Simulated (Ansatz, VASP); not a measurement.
Given: the input of a run of Ansatz 0.2.0 on La2O3.

The input input.yaml:

```yaml
crystal:
  lattice:
    - [3.930777878, 0.0, 0.0]
    - [-1.965388939, 3.404153499, 0.0]
    - [0.0, 0.0, 6.11195352]
  atoms:
    - { symbol: La, position: [0.339467, 0.658808, 0.24598] }
    - { symbol: La, position: [0.675463, 0.338737, 0.755228] }
    - { symbol: O, position: [0.005562, 0.002475, -0.003356] }
    - { symbol: O, position: [0.336211, 0.664329, 0.650156] }
    - { symbol: O, position: [0.671944, 0.326646, 0.356986] }
hamiltonian:
  xc: pbe
  pseudopotentials: { kind: paw }
kpoints:
  mp_grid: { grid: [8, 8, 5] }
scf:
  occupations: { method: fermi_dirac, width: 0.05 }
output:
  forces: true
  stress: true
  eigenvalues: true
```

Potentials or basis: Ansatz PAW.

Launch:

```console
$ ansatz run input.yaml --threads 2 --pin off --max-ram 5120MiB --backend cpu --events-out ev --progress --plain --runs-dir out
```

**Question.** Translate it to VASP 6.6.1. Potentials there: VASP PAW PBE potentials, release 64 (La, O).

**Answer.** As run (the cutoff follows the program's own potentials):

INCAR

```
SYSTEM = La2O3
  ALGO = Normal
  EDIFF = 1E-7
  ENCUT = 520
  GGA = PE
  ISIF = 2
  ISMEAR = -1
  LASPH = .TRUE.
  LCHARG = .TRUE.
  LELF = .TRUE.
  LREAL = .FALSE.
  LVHAR = .TRUE.
  LWAVE = .FALSE.
  NBANDS = 28
  NELM = 80
  PREC = Accurate
  SIGMA = 0.05
```

Contents of KPOINTS:

```
k-points
0
G
  8 8 5
  0 0 0
```

File POSCAR:

```
La2O3
1.0
    3.9307778780      0.0000000000      0.0000000000
   -1.9653889390      3.4041534990      0.0000000000
    0.0000000000      0.0000000000      6.1119535200
La O
2 3
Direct
    0.3394670000      0.6588080000      0.2459800000
    0.6754630000      0.3387370000      0.7552280000
    0.0055620000      0.0024750000     -0.0033560000
    0.3362110000      0.6643290000      0.6501560000
    0.6719440000      0.3266460000      0.3569860000
```

Potentials or basis: VASP PAW PBE potentials, release 64 (La, O).

The run is started by

```sh
$ cat potpaw_PBE.64/La/POTCAR potpaw_PBE.64/O/POTCAR > POTCAR
$ mpirun -np 1 vasp_std > vasp.out
```

Both were run:

|  | VASP | Ansatz | Ansatz less VASP |
| --- | --- | --- | --- |
| gap on the k mesh at the Fermi level (eV) | 3.86 | 3.84 | -0.018 |
| least direct gap on the mesh (eV) | 4.05 | 4.04 | -0.013 |
| pressure (GPa) | 1.5 | 1.8 | +0.30 |
| largest component of the traceless stress (GPa) | 0.48 | 0.46 | -0.020 |
| rms of the force components (eV/Å) | 0.125 | 0.124 | -0.0011 |

Atom by atom the forces differ by 0.005 eV/Å (rms over components).

Caveats: spin-orbit coupling is left out, which moves the levels of the heavy elements; an odd mesh through Γ misses points on the zone boundary, where band edges often lie (VASP); odd divisions of the mesh miss points on the zone boundary, where band edges often lie, so the gap on the mesh can be too wide (Ansatz); the pressure holds a Pulay correction of +0.4 GPa for the finite cutoff (Ansatz).
